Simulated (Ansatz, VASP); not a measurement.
## AlFe in VASP and in Ansatz

Contents of INCAR:

```
SYSTEM = AlFe
PREC = Accurate
ENCUT = 600
EDIFF = 1E-7
ISMEAR = 0
SIGMA = 0.1
LREAL = .FALSE.
LASPH = .TRUE.
NELM = 150
ALGO = Normal
ISIF = 3
LWAVE = .FALSE.
LCHARG = .FALSE.
ISPIN = 2
MAGMOM = 0 0.85
LORBIT = 11
LMAXMIX = 4
GGA = PE
IBRION = 2
NSW = 100
EDIFFG = -0.005
```

File KPOINTS:

```
regular mesh
0
G
  14 14 14
  0 0 0
```

The input POSCAR:

```
AlFe
1.0
    2.9100000000      0.0000000000      0.0000000000
    0.0000000000      2.9100000000      0.0000000000
    0.0000000000      0.0000000000      2.9100000000
Al Fe
1 1
Direct
    0.0000000000      0.0000000000      0.0000000000
    0.5000000000      0.5000000000      0.5000000000
```

Input for Ansatz:

```yaml
crystal:
  lattice:
    - [2.91, 0.0, 0.0]
    - [0.0, 2.91, 0.0]
    - [0.0, 0.0, 2.91]
  atoms:
    - { symbol: Al, position: [0.0, 0.0, 0.0] }
    - { symbol: Fe, position: [0.5, 0.5, 0.5], spin: 0.85 }
basis:
  ecutwfc: 420
kpoints:
  mp_grid: { grid: [14, 14, 14] }
hamiltonian:
  xc: pbe
scf:
  occupations: { method: gaussian, width: 0.1 }
output:
  forces: true
  stress: true
  eigenvalues: true
  populations: true
magnetization:
  spin_polarized: true
relax:
  adjacent_minimum: "off"
  f_tol: 0.005
  max_steps: 80
  cell: { stress_tol: 0.05 }
```

Alike in both runs: task relaxation of cell and atoms; functional PBE; k mesh 14 × 14 × 14; occupations gaussian, width 0.1 eV; collinear spin.

```csv
,VASP,Ansatz
version,VASP 6.6.1,Ansatz 0.2.0
potentials or method,"VASP PAW PBE potentials, release 64 (Al, Fe)","scalar-relativistic, plane waves, PAW"
plane-wave cutoff (eV),600,420
valence electrons in the cell,11,19
```

|  | VASP | Ansatz | Ansatz less VASP |
| --- | --- | --- | --- |
| gap on the k mesh at the Fermi level, each at its own relaxed structure (eV) | none | none | - |
| net moment per atom (μB) | 0.33 | 0.34 | +0.001 |
| size of the moment on the site where the two differ most (μB) | 0.71 | 0.70 | -0.004 |
| relaxed volume (Å³/atom) | 11.87 | 11.87 | +0.006 |
| relaxed cell length with the largest relative difference (Å) | 2.874 | 2.874 | +0.0005 |
| energy change over the relaxation (meV/atom) | -9 | -9 | +0.2 |

Site moments also hang on the region over which each program counts them. A gap of «none» marks a metal or a gap that the smearing closes. The two sets of potentials don't hold the same shells in valence.
